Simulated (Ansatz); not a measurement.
The following input was run with Ansatz 0.2.0.

```yaml
crystal:
  lattice:
    - [3.8718341457, 0.0, 0.0]
    - [-1.9359170728, 3.3531067294, 0.0]
    - [0.0, 0.0, 12.5906693803]
  atoms:
    - { symbol: Ca, position: [0.0, 0.0, 0.0] }
    - { symbol: Ca, position: [0.33333333, 0.66666667, 0.25] }
    - { symbol: Ca, position: [0.0, 0.0, 0.5] }
    - { symbol: Ca, position: [0.66666667, 0.33333333, 0.75] }
basis:
  ecutwfc: 500
kpoints:
  mp_grid: { grid: [12, 12, 4] }
hamiltonian:
  xc: r2scan
scf:
  occupations: { method: gaussian, width: 0.1 }
output:
  forces: true
  stress: true
  eigenvalues: true
```

Command:
```bash
ansatz run input.yaml --threads 1 --pin off --max-ram 1331MiB --backend cpu --events-out ev --progress --plain --runs-dir out
```

Theory: Ansatz 0.2.0, DFT r2SCAN, scalar-relativistic, plane waves, PAW.

From the run's log, abridged (iterations and final results):

```
SCF iter   1: F=—  HF=-7286.570420 eV  |F-HF|=—  |Δ(HF+E_count)|=         —  Δρ=4.61e-3  dr2=3.88e-2  dr2_τ=4.99e-3  ethr=1.77e-3  ⟨swp⟩=6.4  Hψ=6161  notcnv=0
SCF iter   2: F=—  HF=-7286.651026 eV  |F-HF|=—  |Δ(HF+E_count)|=   8.06e-2  Δρ=2.53e-3  dr2=1.48e-2  dr2_τ=2.53e-4  ethr=9.71e-5  ⟨swp⟩=2.1  Hψ=2868  notcnv=0
SCF iter   3: F=—  HF=-7286.649581 eV  |F-HF|=—  |Δ(HF+E_count)|=   1.45e-3  Δρ=6.56e-4  dr2=1.46e-3  dr2_τ=6.65e-5  ethr=3.70e-5  ⟨swp⟩=3.0  Hψ=2521  notcnv=0
SCF iter   4: F=—  HF=-7286.649549 eV  |F-HF|=—  |Δ(HF+E_count)|=   3.17e-5  Δρ=1.37e-4  dr2=1.61e-5  dr2_τ=4.28e-6  ethr=3.66e-6  ⟨swp⟩=2.7  Hψ=2504  notcnv=0
SCF iter   5: F=—  HF=-7286.649357 eV  |F-HF|=—  |Δ(HF+E_count)|=   1.92e-4  Δρ=2.16e-5  dr2=8.71e-7  dr2_τ=1.14e-7  ethr=4.03e-8  ⟨swp⟩=2.0  Hψ=2539  notcnv=0
SCF iter   6: F=-7286.649358 eV  HF=-7286.649358 eV  |F-HF|=3.00e-9  |Δ(HF+E_count)|=   1.19e-6  Δρ=5.18e-6  dr2=4.56e-8  dr2_τ=5.33e-9  ethr=2.50e-10  ⟨swp⟩=7.3  Hψ=6854  notcnv=0
SCF 1 converged in 6 iterations: F = -7286.649358 eV  dr2 = 4.56e-8
SCF converged after 6 iterations
Free energy (F): -7286.649358 eV
Harris-Foulkes:  -7286.649358 eV  (|F-HF|=3.00e-9)
Internal energy: -7286.624454 eV  (E = F + TS)
E sigma→0 (E₀):  -7286.636906 eV
Entropy (-TS):   -0.024904 eV (-6.226 meV/atom)
Fermi energy:    5.245105 eV
--- Per-component energies (eV) ---
  E_band       = -723.941378
  E_kinetic    = 1101.920354
  E_local      = -3347.053745  (includes V_loc(G=0)·N_el)
  E_nonlocal   = 252.903077
  E_hartree    = 1116.254087
  E_xc         = -540.084707
  E_vxc        = -765.758840  (∫ρ·V_xc dr)
  E_paw        = -3454.811597  (= ΣΔE_a)
  E_vpaw       = -244.750859  (= ΣTr[D̂ρ^β])
  E_aug_tail   = -0.000016  (compensation charges beyond the density's cutoff)
  E_vtau       = 46.292080  (kinetic-family band-sum trace: ∫τ·v_τ [+ j·A + Jᵃ·Aᵃ] dr)
  E_ewald      = -2414.869245
  E_core_change = -0.882661  (= ΣΔE_core)
  E_smearing   = -0.024904  (= −TS)
--- Forces (eV/Å), atoms counted from 1 ---
  atom   1  Ca     0.00000000     0.00000000     0.00000000
  atom   2  Ca     0.00000000     0.00000000     0.00000000
  atom   3  Ca     0.00000000     0.00000000     0.00000000
  atom   4  Ca     0.00000000     0.00000000     0.00000000
--- Stress (GPa, compression-positive) ---
        0.984118       0.000000       0.000000
        0.000000       0.984118       0.000000
        0.000000       0.000000       1.409481
  P = ⅓ Tr σ = 1.1259 GPa (11.259 kbar)
--- Band table (eV; the first three rows and the last of 57) ---
  k-point 0: bands = ["-38.5052", "-38.4987", "-38.4939", "-38.4875", "-18.6864", "-18.6068", "-18.6016", "-18.5501", "-18.5501", "-18.5410", "-18.5410", "-18.5359", "-18.5359", "-18.5268", "-18.5268", "-18.5204", "0.8492", "1.9621", "1.9626", "4.2496", "4.9559", "6.8768", "6.8966", "7.8113"]
  k-point 1: bands = ["-38.5046", "-38.5004", "-38.4923", "-38.4881", "-18.6802", "-18.6360", "-18.5723", "-18.5492", "-18.5492", "-18.5435", "-18.5435", "-18.5334", "-18.5334", "-18.5277", "-18.5277", "-18.5268", "0.9223", "1.4904", "2.5333", "3.8237", "5.3436", "6.4152", "7.3047", "7.8349"]
  k-point 2: bands = ["-38.5028", "-38.5028", "-38.4898", "-38.4898", "-18.6625", "-18.6625", "-18.5469", "-18.5469", "-18.5469", "-18.5469", "-18.5451", "-18.5451", "-18.5300", "-18.5300", "-18.5300", "-18.5300", "1.1389", "1.1389", "3.1717", "3.1717", "5.8969", "5.8969", "7.6469", "7.6469"]
  k-point 56: bands = ["-38.4865", "-38.4865", "-38.4817", "-38.4817", "-18.6510", "-18.6510", "-18.6448", "-18.6448", "-18.6215", "-18.6215", "-18.6180", "-18.6180", "-18.5647", "-18.5647", "-18.5635", "-18.5635", "5.0789", "5.0789", "5.1723", "5.1723", "5.1961", "5.1961", "5.9188", "5.9188"]
```

The calculation finished and met its thresholds.